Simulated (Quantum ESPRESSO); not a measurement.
Input of a Quantum ESPRESSO 7.5 run:

Contents of pw.in:

```
&CONTROL
  calculation = 'scf'
  prefix = 'pwscf'
  outdir = './tmp'
  pseudo_dir = './pseudo'
  tprnfor = .true.
  tstress = .true.
  disk_io = 'nowf'
/
&SYSTEM
  ibrav = 0
  nat = 3
  ntyp = 2
  ecutwfc = 45
  ecutrho = 360
  nbnd = 20
  occupations = 'smearing'
  smearing = 'fd'
  degauss = 0.00367493
/
&ELECTRONS
  conv_thr = 6d-10
  electron_maxstep = 120
  mixing_beta = 0.5
/
ATOMIC_SPECIES
Mo    95.9500 mo_pbesol_v1.uspp.F.UPF
S     32.0600 s_pbesol_v1.4.uspp.F.UPF
CELL_PARAMETERS angstrom
   3.2274645616    0.0000000000    0.0000000000
  -1.6137322808    2.7950663001    0.0000000000
   0.0000000000    0.0000000000    6.3124734200
ATOMIC_POSITIONS angstrom
Mo     0.0000000000    0.0000000000    3.1562367100
S      1.6137322810    0.9316887666    4.7007769989
S     -0.0000000002    1.8633775335    1.6116964211
K_POINTS automatic
9 9 4 0 0 0
```

Potentials or basis: GBRV 1.5 PBEsol.

The run is started by

```sh
$ OMP_NUM_THREADS=1 mpirun -n 2 pw.x -nk 2 -in pw.in > pw.out
```

**Question.** Predict the pressure.

**Answer.** -3.7 GPa.

**Question.** What does it give for the largest force?

**Answer.** 0.003 eV/Å.

Forces on the atoms (eV/Å):
```
Mo   0.000  0.000  0.000
S    0.000  0.000  0.003
S    0.000  0.000 -0.003
```

Caveat: this functional lacks dispersion, which binds the layers, so the pressure and a relaxed spacing across them are unreliable.
